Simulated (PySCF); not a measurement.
Species: C5H6N (charge +1).
SMILES with atom numbers: `[cH:1]1[cH:2][cH:3][nH+:4][cH:5][cH:6]1` (hydrogens: H7 on C1; H8 on C2; H9 on C3; H10 on N4; H11 on C5; H12 on C6)

A GFN2-xTB structure was refined with PBE0-D3(BJ)/def2-SVP geometry optimisation, gas phase in PySCF. Its GFN2-xTB values:

```tsv
coordinate	GFN2-xTB
C1–C2	1.391 Å
C1–H7	1.080 Å
C2–C3	1.381 Å
C2–H8	1.079 Å
C3–N4	1.337 Å
C3–H9	1.080 Å
N4–H10	1.019 Å
C1–C2–C3	119.1°
C2–C1–C6	119.4°
C2–C3–N4	119.9°
C3–N4–C5	122.5°
```

Problem. How do these coordinates change at the PBE0-D3(BJ)/def2-SVP level?

Solution. 
| coordinate | PBE0-D3(BJ)/def2-SVP (Å or °) | change |
| --- | --- | --- |
| C1–H7 | 1.093 | +0.013 |
| C2–H8 | 1.091 | +0.012 |
| C3–H9 | 1.092 | +0.012 |
| C3–N4 | 1.345 | +0.008 |
| C1–C2 | 1.397 | +0.006 |
| C2–C3 | 1.383 | +0.002 |
| N4–H10 | 1.020 | +0.001 |
| C3–N4–C5 | 123.4 | +0.9 |
| C2–C1–C6 | 120.1 | +0.7 |
| C2–C3–N4 | 119.3 | -0.6 |
| C1–C2–C3 | 118.9 | -0.2 |

The energy falls by 0.57 kcal/mol over 5 energy and gradient evaluations, the largest force component goes from 0.0096 to 3.4e-04 Eh/bohr, and the atoms move by 0.016 Å rms after alignment. Among the bonds, C1–H7, C2–H8, C3–H9, C5–H11 and C6–H12 change most and about equally (+0.012 to +0.013 Å). Bonds longer at the end by more than 0.005 Å: 9 of 12; shorter: 0. Rotational constants go from 5904, 5684, 2896 to 5808, 5681, 2872 MHz.

The run used 114 basis functions and 31 SCF cycles in all. On one thread, Arm Neoverse N1 (aarch64), shared host, this took 25 s and 0.50 GiB of memory at its peak.

Whether it is a minimum is left open (no frequencies).
